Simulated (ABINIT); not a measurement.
Runs of ABINIT 10.8.3 (patched build) on Ge. Symmetry: Fd-3m, No. 227, cubic system. Conventional cell: a = 5.658 Å, b = 5.658 Å, c = 5.658 Å, α = 90.00°, β = 90.00°, γ = 90.00°. Ge (site symmetry -43m) is surrounded by 4 Ge at 2.45 Å. 

| task | level | potentials or basis | spin | cell | k mesh | cutoff (eV) | cell freedom (optcell) | optimiser (ionmov) | cutoff smearing ecutsm (Ha) | force stop (Ha/bohr) | stop of the response cycle (tolvrs) | gap on the mesh (eV) | pressure (GPa) | relaxed volume (Å³/atom) |
| --- | --- | --- | --- | --- | --- | --- | --- | --- | --- | --- | --- | --- | --- | --- |
| single point | PBE | PseudoDojo NC FR PBE v0.4 standard | SOC, no magnetisation | cell relaxed | 6 × 6 × 6 | 1061 | - | - | - | - | - | none | 0.0 | - |
| single point | PBE | SG15 NC PBE v1.2 | off | cell relaxed | 6 × 6 × 6 | 599 | - | - | - | - | - | none | 0.0 | - |
| relaxation of cell and atoms | PBE | PseudoDojo NC FR PBE v0.4 standard | SOC, no magnetisation | relaxed | 6 × 6 × 6 | 1061 | 2 | 2 | 0.5 | 2e-05 | - | none | 0.0 | 24.01 |
| single point | LDA | PseudoDojo NC SR LDA v0.4.1 standard | off | as given | 6 × 6 × 6 | 952 | - | - | - | - | - | none | - | - |
| phonons | PBE | SG15 NC PBE v1.2 | off | cell relaxed at zero pressure by an earlier run | 4 × 4 × 4, with 4 shifts | 599 | - | - | 0.5 | - | 1e-10 | - | (a) | - |
| single point | PBEsol | PseudoDojo NC SR PBEsol v0.4.1 standard | off | as given | 6 × 6 × 6 | 952 | - | - | - | - | - | none | -1.2 | - |
| relaxation of cell and atoms | PBE | SG15 NC PBE v1.2 | off | relaxed | 6 × 6 × 6 | 599 | 2 | 2 | 0.5 | 2e-05 | - | none | 0.0 | (b) |
| single point | PBE | PseudoDojo NC SR PBE v0.4.1 standard | off | as given | 6 × 6 × 6 | 952 | - | - | - | - | - | none | - | - |
| optical spectrum | PBEsol | PseudoDojo NC SR PBEsol v0.4.1 standard | off | as given | 6 × 6 × 6, with 4 shifts | 952 | - | - | - | - | - | - | -1.3 | - |

Alike in all rows: smearing fermi-dirac 0.05 eV.

Problem. Estimate the missing entries.

Solution. (a) -0.2; (b) 24.05.

Caveats: this crystal is a semiconductor, whose small gap the functional closes, so the metal is an error of the method (some runs); the mesh is coarse for a metal's response (some runs); the intraband (Drude) term is left out (some runs); spectra need much finer meshes, so this one isn't converged (some runs); independent-particle spectra lack excitons (some runs).

A k mesh can miss the band edges, and rows without SOC leave out spin-orbit coupling on Ge.

A gap of «none» marks a metal or a gap under the smearing width.
